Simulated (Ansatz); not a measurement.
**How far is this AlN from the hull?**

These are results of Ansatz, DFT PBE, scalar-relativistic, plane waves, PAW, not measurements. All cells share a 420 eV cutoff and Γ-centred k meshes spaced about 0.3 Å⁻¹ or finer (0.25 for metals, 2π included). No spin polarisation.

Formation energies are uncorrected and refer to the elements' standard structures at the same level (N₂ as a molecule).

All energies are static (0 K, no zero-point motion).

The competitors are the elements and 1 reference phase of this chemical system (from databases or known types: AlN), relaxed at the same level; other known phases may be missing.

The candidate was reached from: a relaxed cell, shaken at random and relaxed again.

```cif
data_structure
_symmetry_space_group_name_H-M 'F-43m'
_symmetry_Int_Tables_number 216
_cell_length_a 4.4030
_cell_length_b 4.4030
_cell_length_c 4.4030
_cell_angle_alpha 90.000
_cell_angle_beta 90.000
_cell_angle_gamma 90.000
_cell_volume 85.36
loop_
_atom_site_label
_atom_site_type_symbol
_atom_site_symmetry_multiplicity
_atom_site_Wyckoff_symbol
_atom_site_fract_x
_atom_site_fract_y
_atom_site_fract_z
_atom_site_occupancy
Al1 Al 4 c 0.25000 0.25000 0.25000 1
N1 N 4 b 0.50000 0.00000 0.00000 1
```

Question: Where does it stand against these competitors?

Answer: Not the lowest form: another structure of the same formula lies lower. Its formation energy is -1.347 eV/atom. The lowest competing phase at this composition is this:

```
phase       space group             source  share of atoms  ΔE_f (eV/atom)
  AlN  P6_3mc (No. 186)  Materials Project          1.0000          -1.368
```

The candidate lies 21 meV/atom above this phase. The same end was reached from a Materials Project cell. Such a margin is small enough for a metastable phase. Phonons aren't part of this comparison. It has the zinc blende type.
